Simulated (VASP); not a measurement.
Here is a VASP 6.6.1 calculation.

POSCAR

```
CuO
1.0
    2.3418500000     -1.7113000000      0.0000000000
    2.3418500000      1.7113000000      0.0000000000
   -0.8500274268      0.0000000000      5.0578693947
Cu O
2 2
Direct
    0.5000000000      0.0000000000      0.5000000000
    0.0000000000      0.5000000000      0.0000000000
    0.4184000000      0.5816000000      0.7500000000
    0.5816000000      0.4184000000      0.2500000000
```

INCAR.step1

```
  ALGO = Fast
  EDIFF = 1E-6
  ENCUT = 520
  GGA = PE
  ISIF = 2
  ISMEAR = 0
  LASPH = True
  LCHARG = True
  LREAL = False
  LWAVE = True
  NELM = 60
  PREC = Accurate
  SIGMA = 0.02
```

INCAR.step2

```
  ALGO = Fast
  EDIFF = 1E-6
  ENCUT = 520
  GGA = PE
  ICHARG = 11
  ISIF = 2
  ISMEAR = 0
  ISTART = 1
  ISYM = -1
  LASPH = True
  LCHARG = False
  LREAL = False
  LSCDM = True
  LWAVE = False
  NELM = 60
  NUM_WANN = 17
  PREC = Accurate
  SIGMA = 0.02
```

Contents of KPOINTS:

```
k-points
0
Gamma
  5 5 3
```

KPOINTS_OPT

```
path GYFLI,I1ZF1,YX1,XGN,MG
12
line-mode
reciprocal
 0.0000000000  0.0000000000  0.0000000000  G
-0.5000000000 -0.5000000000  0.0000000000  Y

-0.5000000000 -0.5000000000  0.0000000000  Y
-0.5247847702 -0.5247847702  0.3275098836  F

-0.5247847702 -0.5247847702  0.3275098836  F
-0.5000000000 -0.5000000000  0.5000000000  L

-0.5000000000 -0.5000000000  0.5000000000  L
-0.6335075857 -0.3664924143  0.5000000000  I

-0.3664924143  0.3664924143  0.5000000000  I1
 0.0000000000  0.0000000000  0.5000000000  Z

 0.0000000000  0.0000000000  0.5000000000  Z
-0.4752152298 -0.4752152298  0.6724901164  F1

-0.5000000000 -0.5000000000  0.0000000000  Y
-0.6127316330 -0.3872683670  0.0000000000  X1

-0.3872683670  0.3872683670  0.0000000000  X
 0.0000000000  0.0000000000  0.0000000000  G

 0.0000000000  0.0000000000  0.0000000000  G
-0.5000000000  0.0000000000  0.0000000000  N

-0.5000000000  0.0000000000  0.5000000000  M
 0.0000000000  0.0000000000  0.0000000000  G
```

KPOINTS_WAN

```
path GYFLI,I1ZF1,YX1,XGN,MG
12
line-mode
reciprocal
 0.0000000000  0.0000000000  0.0000000000  G
-0.5000000000 -0.5000000000  0.0000000000  Y

-0.5000000000 -0.5000000000  0.0000000000  Y
-0.5247847702 -0.5247847702  0.3275098836  F

-0.5247847702 -0.5247847702  0.3275098836  F
-0.5000000000 -0.5000000000  0.5000000000  L

-0.5000000000 -0.5000000000  0.5000000000  L
-0.6335075857 -0.3664924143  0.5000000000  I

-0.3664924143  0.3664924143  0.5000000000  I1
 0.0000000000  0.0000000000  0.5000000000  Z

 0.0000000000  0.0000000000  0.5000000000  Z
-0.4752152298 -0.4752152298  0.6724901164  F1

-0.5000000000 -0.5000000000  0.0000000000  Y
-0.6127316330 -0.3872683670  0.0000000000  X1

-0.3872683670  0.3872683670  0.0000000000  X
 0.0000000000  0.0000000000  0.0000000000  G

 0.0000000000  0.0000000000  0.0000000000  G
-0.5000000000  0.0000000000  0.0000000000  N

-0.5000000000  0.0000000000  0.5000000000  M
 0.0000000000  0.0000000000  0.0000000000  G
```

Potentials or basis: VASP PAW PBE potentials, release 64 (Cu, O).

The run is started by

```bash
$ cat potpaw_PBE.64/Cu/POTCAR potpaw_PBE.64/O/POTCAR > POTCAR
$ cp INCAR.step1 INCAR
$ mpirun -np 1 vasp_std > vasp.out
$ cp INCAR.step2 INCAR
$ mpirun -np 1 vasp_std > vasp.out
```

**Question.** What does it give for the band gap along the path?

**Answer.** None (metal or under the smearing width).

Levels at the corners of the path, in eV from the Fermi level:
| point | band 13 | band 14 | band 15 | band 16 | band 17 | band 18 | band 19 | band 20 | band 21 |
| --- | --- | --- | --- | --- | --- | --- | --- | --- | --- |
| Γ | -2.40 | -2.24 | -2.18 | -1.68 | 0.20 | 0.93 | 1.72 | 6.04 | 8.16 |
| Y | -2.16 | -2.14 | -1.68 | -1.23 | -0.67 | 1.05 | 3.36 | 7.11 | 8.53 |
| Y | -2.16 | -2.14 | -1.68 | -1.23 | -0.67 | 1.05 | 3.36 | 7.11 | 8.53 |
| F | -1.91 | -1.86 | -1.35 | -1.35 | -0.68 | 0.17 | 4.26 | 6.17 | 8.72 |
| F | -1.91 | -1.86 | -1.35 | -1.35 | -0.68 | 0.17 | 4.26 | 6.17 | 8.72 |
| L | -1.67 | -1.67 | -1.32 | -1.32 | -0.44 | -0.44 | 5.23 | 5.23 | 9.04 |
| L | -1.67 | -1.67 | -1.32 | -1.32 | -0.44 | -0.44 | 5.23 | 5.23 | 9.04 |
| I | -1.82 | -1.82 | -1.51 | -1.51 | -0.31 | -0.31 | 5.86 | 5.86 | 9.13 |
| I1 | -1.82 | -1.82 | -1.51 | -1.51 | -0.31 | -0.31 | 5.86 | 5.86 | 9.13 |
| Z | -2.24 | -2.24 | -1.53 | -1.53 | 0.23 | 0.23 | 3.94 | 3.94 | 11.70 |
| Z | -2.24 | -2.24 | -1.53 | -1.53 | 0.23 | 0.23 | 3.94 | 3.94 | 11.70 |
| F1 | -1.91 | -1.86 | -1.35 | -1.35 | -0.68 | 0.17 | 4.26 | 6.17 | 8.72 |
| Y | -2.16 | -2.14 | -1.68 | -1.23 | -0.67 | 1.05 | 3.36 | 7.11 | 8.53 |
| X1 | -2.10 | -2.03 | -1.41 | -1.35 | -1.32 | 0.87 | 4.88 | 7.21 | 7.71 |
| X | -2.10 | -2.03 | -1.41 | -1.35 | -1.32 | 0.87 | 4.88 | 7.21 | 7.71 |
| Γ | -2.40 | -2.24 | -2.18 | -1.68 | 0.20 | 0.93 | 1.72 | 6.04 | 8.16 |
| Γ | -2.40 | -2.24 | -2.18 | -1.68 | 0.20 | 0.93 | 1.72 | 6.04 | 8.16 |
| N | -2.07 | -1.62 | -1.52 | -1.43 | -0.01 | 0.24 | 4.88 | 6.32 | 6.96 |
| M | -2.23 | -2.17 | -1.75 | -1.62 | -0.11 | 0.73 | 5.13 | 6.55 | 8.07 |
| Γ | -2.40 | -2.24 | -2.18 | -1.68 | 0.20 | 0.93 | 1.72 | 6.04 | 8.16 |

Caveat: the k mesh is coarse (spacing up to 0.46 Å⁻¹), so the values aren't converged; the run has no spin polarisation, though such a crystal can be magnetic; semilocal functionals often make such compounds metallic where correlation or magnetic order opens a gap, which also shifts bond lengths.
